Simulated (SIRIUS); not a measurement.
The system is Ta.

```xyz
1
Lattice="-1.6513 1.6513 1.6513 1.6513 -1.6513 1.6513 1.6513 1.6513 -1.6513" Properties=species:S:1:pos:R:3 pbc="T T T"
Ta    0.0000    0.0000    0.0000
```

```yaml
Program: SIRIUS 7.10.0
Task: single point
Functional: PBEsol
Potentials_or_basis: PseudoDojo 0.4.1 PBEsol standard (scalar relativistic)
Cutoff: 807 eV
Density_cutoff: 3227 eV
k_mesh: 11 × 11 × 11
Occupations: fermi-dirac, width 0.05 eV
Spin: no spin polarisation
```

On this cell: pressure -4.2 GPa; band gap on the k mesh none (metal or under the smearing width).

The same run follows on a disturbed copy (cell strained at random at fixed volume):

```xyz
1
Lattice="-1.6207 1.6546 1.6292 1.6978 -1.6262 1.6778 1.6224 1.6279 -1.6008" Properties=species:S:1:pos:R:3 pbc="T T T"
Ta   -0.0498    0.0348   -0.0299
```

Q: What changes?

A: The energy (extrapolated to zero smearing) moves by +14.3 meV/atom; pressure -3.8 GPa; band gap on the k mesh none (metal or under the smearing width).

Stress tensor (GPa, compression positive):
```
-4.39 -0.24 -4.10
-0.24 -3.15 -1.44
-4.10 -1.44 -3.94
```
